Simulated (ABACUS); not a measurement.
Crystal: Sm.

```xyz
2
Lattice="3.6440 0.0000 0.0000 -1.8220 3.1558 0.0000 0.0000 0.0000 5.8760" Properties=species:S:1:pos:R:3 pbc="T T T"
Sm    1.8220    1.0519    4.4070
Sm    0.0000    2.1039    1.4690
```

This isn't the form of Sm at room conditions, which is rhombohedral.

A run of ABACUS 3.10.1 on this cell left the log below. Logs are shortened: lines on timing, memory, paths and dates and some standing lists are left out, and cuts for length are marked.

```text
ABACUS v3.10.1

               Atomic-orbital Based Ab-initio Computation at UStc

 ------------------------------------------------------------------------------------

 READING GENERAL INFORMATION
                           global_out_dir = OUT.Sm/
                           global_in_card = INPUT
                               pseudo_dir = ./
                              orbital_dir =
                                    DSIZE = 4
                                    GSIZE = 1

 READING UNITCELL INFORMATION
                                    ntype = 1
                  lattice constant (Bohr) = 1.88973
              lattice constant (Angstrom) = 1

 READING ATOM TYPE 1
                               atom label = Sm
                      L=0, number of zeta = 1
                      L=1, number of zeta = 1
                      L=2, number of zeta = 1
             number of atom for this type = 2

                        TOTAL ATOM NUMBER = 2
CARTESIAN COORDINATES ( UNIT =       1.889726124600 Bohr ).
    atom                   x                   y                   z     mag                  vx                  vy                  vz
tauc_Sm1            1.8220000002        1.0519321904        4.4070000000  0.0000        0.0000000000        0.0000000000        0.0000000000
tauc_Sm2           -0.0000000002        2.1038643810        1.4690000000  0.0000        0.0000000000        0.0000000000        0.0000000000

                          Volume (Bohr^3) = 456.001
                             Volume (A^3) = 67.5723

 Lattice vectors: (Cartesian coordinate: in unit of a_0)
               +3.644                  +0                  +0
               -1.822             +3.1558                  +0
                   +0                  +0              +5.876
 Reciprocal vectors: (Cartesian coordinate: in unit of 2 pi/a_0)
            +0.274424           +0.158439                  -0
                   -0           +0.316877                  -0
                   +0                  -0           +0.170184
 The esolver type has been set to : ksdft_pw

                PAO radial cut off (Bohr) = 10

[... 264 lines left out ...]
 E_KohnSham     -160.2700915613      -2180.5864642161
 E_KS(sigma->0) -160.2657452947      -2180.5273302243
 E_Harris       -160.2698490790      -2180.5831650745
 E_band         -13.5851663170       -184.8356701888
 E_one_elec     -25.7631619072       -350.5258004350
 E_Hartree      19.7882744420        269.2332859991
 E_xc           -39.8809523017       -542.6081929689
 E_Ewald        -114.4055592611      -1556.5674888277
 E_entropy(-TS) -0.0086925333        -0.1182679835
 E_descf        0.0000000000         0.0000000000
 E_exx          0.0000000000         0.0000000000
 E_Fermi        0.7749947926         10.5443450995
----------------------------------------------------------

 charge density convergence is achieved
 final etot is -2180.5864642 eV
 EFERMI = 10.5443451 eV
The vacuum level is 11.158544474 eV

 STATE ENERGY(eV) AND OCCUPATIONS    NSPIN == 1
 1/21 kpoint (Cartesian) = 0.0000 0.0000 0.0000 (685 pws)
       1       -30.5686      0.0138889
       2       -30.4722      0.0138889
       3       -10.4294      0.0138889
       4       -9.66465      0.0138889
       5       -9.66465      0.0138889
       6       -9.54187      0.0138889
       7       -9.54187      0.0138889
       8       -9.52362      0.0138889
       9        6.18453      0.0138889
      10        8.48953      0.0138889
      11        12.1230    1.93493e-09
      12        12.1230    1.93493e-09
      13        12.1773    1.12408e-09
      14        12.1974    9.19485e-10
      15        12.7596    3.32607e-12
[... 71 lines left out ...]
       2       -30.4468       0.166667
       3       -10.2426       0.166667
       4       -10.1195       0.166667
       5       -10.0389       0.166667
       6       -9.92345       0.166667
       7       -9.74653       0.166667
       8       -9.74076       0.166667
       9        9.22242       0.166666
      10        9.57109       0.166657
      11        9.65358       0.166644
      12        10.6675      0.0376397
      13        11.5674    6.01073e-06
      14        12.0461    5.01193e-08
      15        12.4843    6.26521e-10

[... levels at 15 further k points ...]

------------------------------------------------------------------------------------------
 TOTAL-FORCE (eV/Angstrom)
------------------------------------------------------------------------------------------
                       Sm1         0.0000000000         0.0000000000         0.0000000000
                       Sm2         0.0000000000         0.0000000000         0.0000000000
------------------------------------------------------------------------------------------

----------------------------------------------------------------
 TOTAL-STRESS (KBAR)
----------------------------------------------------------------
         2.4281781403        -0.0000000000         0.0000000000
        -0.0000000000         2.4281781403         0.0000000000
        -0.0000000000         0.0000000000        -0.7298001451
----------------------------------------------------------------
 TOTAL-PRESSURE: 1.375519 KBAR

 --------------------------------------------
 !FINAL_ETOT_IS -2180.5864642160731819 eV
 --------------------------------------------
```

Task: Write the input and the command behind it.

Result: Single point with PBE, no spin polarisation. The files as run (others can give the same):

INPUT
```
INPUT_PARAMETERS
suffix              Sm
calculation         scf
basis_type          pw
pseudo_dir          ./
symmetry            1
dft_functional      pbe
ecutwfc             50
pseudo_rcut         10
nspin               1
nbands              15
ks_solver           dav
smearing_method     fd
smearing_sigma      0.00734986
scf_thr             1e-08
scf_nmax            100
mixing_type         broyden
mixing_beta         0.7
cal_force           1
cal_stress          1
out_chg             1
out_pot             2
out_elf             1
```

STRU
```
ATOMIC_SPECIES
Sm 150.3600 Sm.upf

LATTICE_CONSTANT
1.8897261246

LATTICE_VECTORS
3.6440000000 0.0000000000 0.0000000000
-1.8220000000 3.1557965714 0.0000000000
0.0000000000 0.0000000000 5.8760000000

ATOMIC_POSITIONS
Cartesian

Sm
0.0
2
1.8220000002 1.0519321904 4.4070000000 1 1 1
-0.0000000002 2.1038643810 1.4690000000 1 1 1
```

KPT
```
K_POINTS
0
Gamma
6 6 4 0 0 0
```

Potentials or basis: PseudoDojo NC SR 0.4.1 PBE standard, lanthanides 3+ (f in core), plane waves.
Command:
```sh
$ OMP_NUM_THREADS=1 mpirun -np 4 abacus > log
```

Caveat: the 4f electrons are frozen in the core as for a trivalent ion, so they carry no moment and show no levels.
